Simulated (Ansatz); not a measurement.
Crystal: FePt (Tetraferroplatinum).

```
CELL_PARAMETERS angstrom
2.72350 0.00000 0.00000
0.00000 2.72350 0.00000
0.00000 0.00000 3.72000
ATOMIC_POSITIONS crystal
Pt 0.50000 0.50000 0.50000
Fe 0.00000 0.00000 0.00000
```

Alike in all runs: program Ansatz 0.2.0; functional PBEsol; potentials or basis Ansatz PAW; cutoff 420 eV (not typed: the program's choice for these potentials); k mesh 10 × 10 × 7; occupations fermi-dirac, width 0.05 eV.

Starts and where they ended:

| start | free energy over the lowest (meV/atom) | net moment (μB) | site or absolute moments (μB) | gap |
| --- | --- | --- | --- | --- |
| no spin polarisation | 345.6 | - | - | none (metal or under the smearing width) |
| collinear spin, ferromagnetic start of up to 3 μB | 0.0 | 3.28 | Pt +0.39; Fe +2.94 | none (metal or under the smearing width) |
| collinear spin, ferromagnetic start of up to 4.5 μB | 0.0 | 3.28 | Pt +0.39; Fe +2.94 | none (metal or under the smearing width) |
| collinear spin, random start of up to 1.84 μB | 0.0 | -3.28 | Pt -0.39; Fe -2.94 | none (metal or under the smearing width) |

Allowing spin polarisation gains 346 meV/atom. A still lower state may exist.
